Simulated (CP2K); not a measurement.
Hf under changes of volume

One of the cells (23.523 Å³/atom); the others are scaled copies at fixed shape and fractional positions:

```
Hf
1.0
     3.12635    0.00000    0.00000
    -1.04212    2.94755    0.00000
    -1.04212   -1.47378    2.55266
Hf
1
Direct
  0.00000 0.00000 0.00000
```

This isn't the form of Hf at room conditions, which is hcp.

```yaml
Program: CP2K 2026.2
Functional: LDA
Potentials_or_basis: GTH_POTENTIALS Hf GTH-PADE-q12; TZVP-MOLOPT-PBE-GTH basis
Density_cutoff: 6123 eV
k_mesh: 10 × 10 × 10
Occupations: fermi-dirac, width 0.05 eV
Spin: no spin polarisation
```

```tsv
volume (Å³/atom)	energy over the lowest point (meV/atom)	pressure (GPa)
22.112	0.00	-32.9
22.582	96.36	-32.8
23.052	192.72	-32.7
23.523	288.61	-32.4
23.993	383.79	-32.1
24.464	?	?
24.934	571.64	-31.5
```

**Question.** What does the run at 24.464 Å³/atom give?

**Answer.** Energy over the lowest point 478.14 meV/atom; pressure -31.8 GPa.

Worked out: A Birch-Murnaghan fit of order 3 (a polynomial in V^(-2/3)) to the other rows has no minimum within the range. It gives 478.30 meV/atom at 24.464 Å³/atom, against the run's 478.14, and -dE/dV = -32.0 GPa, against -31.8.

Energies are extrapolated to zero smearing.

Caveats: the basis of atomic orbitals isn't converged, which shifts pressures, moduli and gaps.
